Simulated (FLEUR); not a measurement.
# SnO2 (Cassiterite) (P4_2/mnm) in FLEUR: further runs

Runs on SnO2 (Cassiterite). Level: PBE. Tasks: equation of state.

Everything below comes from runs of FLEUR MaX-R8.1 (later development tree). Logs are shortened: lines on timing, memory, paths and dates and some standing lists are left out, and cuts for length are marked.

### Step 1. The structure

It takes space group P4_2/mnm (No. 136, tetragonal). Conventional cell: a = 4.738 Å, b = 4.738 Å, c = 3.187 Å, α = 90.00°, β = 90.00°, γ = 90.00°. Sn (site symmetry mmm) has 6 O at 2.05 to 2.06 Å as nearest neighbours. O (site symmetry m2m) has 3 Sn at 2.05 to 2.06 Å as nearest neighbours.

### Step 2. Equation of state, PBE, 11.21 Å³/atom (volume scaled by 0.94)

File inp.xml:

```xml
<?xml version="1.0" encoding="UTF-8" standalone="no"?>
<fleurInput fleurInputVersion="0.39">
   <comment>
      SnO2                                                                                                
   </comment>
   <calculationSetup>
      <cutoffs Kmax="4.93" Gmax="15.3" GmaxXC="15.3" numbands="0"/>
      <scfLoop itmax="60" minDistance="0.00001" maxIterBroyd="15" imix="Anderson" alpha="0.05" precondParam="0.0" spinf="2.0" sdNocoIR="T"/>
      <coreElectrons ctail="T" frcor="F" kcrel="0" coretail_lmax="0"/>
      <xcFunctional name="pbe" relativisticCorrections="F"/>
      <magnetism jspins="1"/>
      <soc l_soc="F" theta="0.0" phi="0.0" spav="F"/>
      <expertModes spex="0" secvar="F"/>
      <geometryOptimization l_f="F" forcealpha="1.0" forcemix="BFGS" epsdisp="0.0005" epsforce="0.0002"/>
      <ldaU l_linMix="F" mixParam="0.05" spinf="1.0"/>
   </calculationSetup>
   <cell>
      <bzIntegration valenceElectrons="68.0" mode="hist" fermiSmearingEnergy="0.00183747">
         <kPointListSelection listName="default-1"/>
         <!-- k-points included here -->
         <xi:include xmlns:xi="http://www.w3.org/2001/XInclude" href="kpts.xml"> </xi:include>
      </bzIntegration>
      <!-- symmetry operations included here -->
      <xi:include xmlns:xi="http://www.w3.org/2001/XInclude" href="sym.xml"> </xi:include>
      <bulkLattice scale="0.9795861087">
         <bravaisMatrix>
            <row-1>    8.9535223783547995     0.0000000000000000     0.0000000000000000</row-1>
            <row-2>    0.0000000000000000     8.9535223783547995     0.0000000000000000</row-2>
            <row-3>    0.0000000000000000     0.0000000000000000     6.0216122960379002</row-3>
         </bravaisMatrix>
      </bulkLattice>
   </cell>
[... 15 lines left out ...]
         <lo type="SCLO" l="3" n="4" eDeriv="2"/>
      </species>
      <species name="Oxygen (O)" element="O" atomicNumber="8">
         <mtSphere radius="1.46" gridPoints="499" logIncrement="0.021"/>
         <atomicCutoffs lmax="8" lnonsphr="6"/>
         <electronConfig flipSpins="F">
            <coreConfig>(1s1/2)</coreConfig>
            <valenceConfig>(2s1/2) (2p1/2) (2p3/2)</valenceConfig>
            <stateOccupation state="(2p1/2)" spinUp="0.666667" spinDown="0.666667"/>
            <stateOccupation state="(2p3/2)" spinUp="1.333333" spinDown="1.333333"/>
         </electronConfig>
         <energyParameters s="2" p="2" d="3" f="4"/>
         <lo type="SCLO" l="0" n="2" eDeriv="2"/>
         <lo type="SCLO" l="1" n="2" eDeriv="2"/>
         <lo type="SCLO" l="2" n="3" eDeriv="2"/>
      </species>
   </atomSpecies>
   <atomGroups>
      <atomGroup species="Tin (Sn)">
         <relPos label="                   1">1.000/2.000 1.000/2.000 1.000/2.000</relPos>
         <relPos label="                   2">.0000000000 .0000000000 .0000000000</relPos>
         <force calculate="T" relaxXYZ="TTT"/>
      </atomGroup>
      <atomGroup species="Oxygen (O)">
         <relPos label="                   3">-.1929000000 .1929000000 1.000/2.000</relPos>
         <relPos label="                   4">-.3071000000 -.3071000000 .0000000000</relPos>
         <relPos label="                   5">.1929000000 -.1929000000 1.000/2.000</relPos>
         <relPos label="                   6">.3071000000 .3071000000 .0000000000</relPos>
         <force calculate="T" relaxXYZ="TTT"/>
      </atomGroup>
   </atomGroups>
   <output dos="F" band="F" slice="F">
      <checks vchk="F" cdinf="F"/>
      <bandDOS minEnergy="-.5*Htr" maxEnergy="0.5*Htr" sigma="0.015" storeEVData="T"/>
      <vacuumDOS vacdos="F" integ="F" star="F" nstars="0" locx1="0.0" locy1="0.0" locx2="0.0" locy2="0.0" nstm="0" tworkf="0.0"/>
      <unfoldingBand unfoldBand="F" supercellX="1" supercellY="1" supercellZ="1"/>
      <plotting iplot="0" polar="F">
         <plot TwoD="T" vec1="  1.0  0.0  0.0" vec2="  0.0  1.0  0.0" vec3="  0.0  0.0  1.0" zero="  0.0  0.0  0.0" file="plot"/>
      </plotting>
      <chargeDensitySlicing numkpt="0" minEigenval="0.0" maxEigenval="0.0" nnne="0" pallst="F"/>
      <specialOutput eonly="F"/>
      <moessbauerParams electricFieldGradient="T" isomerShift="T" coreHyperfine="T" valenceHyperfine="T"/>
      <magneticCircularDichroism mcd="F" energyLo="-10.0" energyUp="0.0"/>
   </output>
  <!-- We include the file relax.xml here to enable relaxations (see documentation) -->
  <xi:include xmlns:xi="http://www.w3.org/2001/XInclude" href="relax.xml"> <xi:fallback/> </xi:include>
</fleurInput>
```

Potentials or basis: all-electron, FLAPW.

The run is started by

```console
> inpgen -f crystal.txt -profile fastHighL
> # inp.xml edited to the form shown
> fleur_MPI
```

What it wrote:

```text
Welcome to FLEUR        (www.flapw.de)
      MaX-Release 8.1          (www.max-centre.eu)

 ========== k-point set info ==========
 Selected k-point list: default-1
 k-point list type: mesh
 6 x 6 x 8
 Number of k points: 50

 ------------Calculation Setup---------------------------
 Number of MPI-tasks      :            1
 Number of PE/node        :            1
 Number of OMP-threads    :            1
 Most efficient MPI parallelization for:
           1           2           5          10          25          50
 Additional eigenvalue parallelization possible
 Number of basis functions:         1142
 Approximate size of matrices (H+S) per k-point:         0.019 GB
 --------------------------------------------------------
 Iteration:     1   Distance:      28.95620139 me/bohr^3
 Iteration:     2   Distance:      25.04987424 me/bohr^3
 Iteration:     3   Distance:       8.66642018 me/bohr^3
 Iteration:     4   Distance:       4.88347773 me/bohr^3
 Iteration:     5   Distance:       2.00444812 me/bohr^3
 Iteration:     6   Distance:       0.48376672 me/bohr^3
 Iteration:     7   Distance:       0.32781679 me/bohr^3
 Iteration:     8   Distance:       0.03578264 me/bohr^3
 Iteration:     9   Distance:       0.03011226 me/bohr^3
 Iteration:    10   Distance:       0.00716198 me/bohr^3
 Iteration:    11   Distance:       0.00130425 me/bohr^3
 Iteration:    12   Distance:       0.00099406 me/bohr^3
 Iteration:    13   Distance:       0.00017200 me/bohr^3
 Iteration:    14   Distance:       0.00016812 me/bohr^3
 Iteration:    15   Distance:       0.00001631 me/bohr^3
 Iteration:    16   Distance:       0.00001523 me/bohr^3
 Iteration:    17   Distance:       0.00000997 me/bohr^3

 ********************************************************************
 Run finished successfully
 Stop message:
   all done
 ********************************************************************
```

Wall time 6.1 min (1 thread of Arm Neoverse V1, shared host); peak memory 0.11 GiB.

Results:

```yaml
Free_energy: -344475.5918 eV
Band_gap_on_the_k_mesh: 2.03 eV, direct
Valence_electrons_inside_the_program's_atomic_spheres: Sn 18.56; O 4.80 (radii Sn 2.02, O 1.46 bohr)
```

Caveat: spin-orbit coupling is left out, which moves the levels of the heavy elements.

### Step 3. Equation of state, PBE, 11.45 Å³/atom (volume scaled by 0.96)

Changes to inp.xml since step 2:

```diff
@@ -24,3 +24,3 @@
       <xi:include xmlns:xi="http://www.w3.org/2001/XInclude" href="sym.xml"> </xi:include>
-      <bulkLattice scale="0.9795861087">
+      <bulkLattice scale="0.9864848297">
          <bravaisMatrix>
```

Potentials or basis: all-electron, FLAPW.

The run is started by

```console
> inpgen -f crystal.txt -profile fastHighL
> # inp.xml edited to the form shown
> fleur_MPI
```

Run time: 6.8 min. Hardware: 1 thread of Arm Neoverse V1, shared host; peak memory 0.12 GiB.

It converged, with:

```
Free energy                                           : -344475.8107 eV
Band gap on the k mesh                                : 1.77 eV, direct
Valence electrons inside the program's atomic spheres : Sn 18.55; O 4.79 (radii Sn 2.02, O 1.46 bohr)
```

Caveat: spin-orbit coupling is left out, which moves the levels of the heavy elements.

### Step 4. Equation of state, PBE, 11.68 Å³/atom (volume scaled by 0.98)

Changes to inp.xml since step 3:

```diff
@@ -24,3 +24,3 @@
       <xi:include xmlns:xi="http://www.w3.org/2001/XInclude" href="sym.xml"> </xi:include>
-      <bulkLattice scale="0.9864848297">
+      <bulkLattice scale="0.9932883884">
          <bravaisMatrix>
```

The run is started by

```console
> inpgen -f crystal.txt -profile fastHighL
> # inp.xml edited to the form shown
> fleur_MPI
```

Wall time 7.1 min (1 thread of Arm Neoverse V1, shared host); peak memory 0.13 GiB.

It converged, with:

- Free energy: -344475.9775 eV
- Band gap on the k mesh: 1.52 eV, direct
- Valence electrons inside the program's atomic spheres: Sn 18.53; O 4.77 (radii Sn 2.02, O 1.46 bohr)

Caveat: spin-orbit coupling is left out, which moves the levels of the heavy elements.

### Step 5. Equation of state, PBE, 11.92 Å³/atom

Changes to inp.xml since step 4:

```diff
@@ -24,3 +24,3 @@
       <xi:include xmlns:xi="http://www.w3.org/2001/XInclude" href="sym.xml"> </xi:include>
-      <bulkLattice scale="0.9932883884">
+      <bulkLattice scale="1.0000000000">
          <bravaisMatrix>
```

The run is started by

```console
> inpgen -f crystal.txt -profile fastHighL
> # inp.xml edited to the form shown
> fleur_MPI
```

Run time: 7.3 min. Hardware: 1 thread of Arm Neoverse V1, shared host; peak memory 0.12 GiB.

The run converged. Its results:

| Quantity | Value |
| --- | --- |
| Free energy | -344476.0990 eV |
| Band gap on the k mesh | 1.28 eV, direct |
| Valence electrons inside the program's atomic spheres | Sn 18.51; O 4.76 (radii Sn 2.02, O 1.46 bohr) |

Caveat: spin-orbit coupling is left out, which moves the levels of the heavy elements.

### Step 6. Equation of state, PBE, 12.16 Å³/atom (volume scaled by 1.02)

Changes to inp.xml since step 5:

```diff
@@ -24,3 +24,3 @@
       <xi:include xmlns:xi="http://www.w3.org/2001/XInclude" href="sym.xml"> </xi:include>
-      <bulkLattice scale="1.0000000000">
+      <bulkLattice scale="1.0066227096">
          <bravaisMatrix>
```

Potentials or basis: all-electron, FLAPW.

The run is started by

```console
> inpgen -f crystal.txt -profile fastHighL
> # inp.xml edited to the form shown
> fleur_MPI
```

Run time: 7.8 min. Hardware: 1 thread of Arm Neoverse V1, shared host; peak memory 0.12 GiB.

It converged, with:

- Free energy: -344476.1772 eV
- Band gap on the k mesh: 1.05 eV, direct
- Valence electrons inside the program's atomic spheres: Sn 18.50; O 4.75 (radii Sn 2.02, O 1.46 bohr)

Caveat: spin-orbit coupling is left out, which moves the levels of the heavy elements.

### Step 7. Equation of state, PBE, 12.40 Å³/atom (volume scaled by 1.04)

Changes to inp.xml since step 6:

```diff
@@ -24,3 +24,3 @@
       <xi:include xmlns:xi="http://www.w3.org/2001/XInclude" href="sym.xml"> </xi:include>
-      <bulkLattice scale="1.0066227096">
+      <bulkLattice scale="1.0131594038">
          <bravaisMatrix>
```

The run is started by

```console
> inpgen -f crystal.txt -profile fastHighL
> # inp.xml edited to the form shown
> fleur_MPI
```

Run time: 8.5 min. Hardware: 1 thread of Arm Neoverse V1, shared host; peak memory 0.13 GiB.

It converged, with:

```yaml
Free_energy: -344476.2198 eV
Band_gap_on_the_k_mesh: 0.84 eV, direct
Valence_electrons_inside_the_program's_atomic_spheres: Sn 18.49; O 4.73 (radii Sn 2.02, O 1.46 bohr)
```

Caveat: spin-orbit coupling is left out, which moves the levels of the heavy elements.

### Step 8. Equation of state, PBE, 12.64 Å³/atom (volume scaled by 1.06)

Changes to inp.xml since step 7:

```diff
@@ -24,3 +24,3 @@
       <xi:include xmlns:xi="http://www.w3.org/2001/XInclude" href="sym.xml"> </xi:include>
-      <bulkLattice scale="1.0131594038">
+      <bulkLattice scale="1.0196128224">
          <bravaisMatrix>
```

The run is started by

```console
> inpgen -f crystal.txt -profile fastHighL
> # inp.xml edited to the form shown
> fleur_MPI
```

Wall time 8.6 min (1 thread of Arm Neoverse V1, shared host); peak memory 0.13 GiB.

Results (log left out):

| Quantity | Value |
| --- | --- |
| Free energy | -344476.2278 eV |
| Band gap on the k mesh | 0.63 eV, direct |
| Valence electrons inside the program's atomic spheres | Sn 18.47; O 4.72 (radii Sn 2.02, O 1.46 bohr) |

Caveat: spin-orbit coupling is left out, which moves the levels of the heavy elements.

### Step 9. Equation of state, PBE

Potentials or basis: all-electron, FLAPW.

No new run: the results of the series are fitted here.

Results:

```yaml
Equilibrium_volume: 12.58 Å³/atom
Bulk_modulus_at_fixed_shape_and_positions: 182 GPa
Pressure_derivative_of_the_bulk_modulus: 4.7
```

Energy against volume, from the lowest point:
```tsv
volume (Å³/atom)	energy (meV/atom)
11.207	105.99
11.445	69.50
11.684	41.71
11.922	21.46
12.161	8.43
12.399	1.33
12.637	0.00
```

Caveat: the cell was scaled at fixed shape and fractional positions, which overstates the stiffness of a crystal with free parameters, most of all of layers and chains.
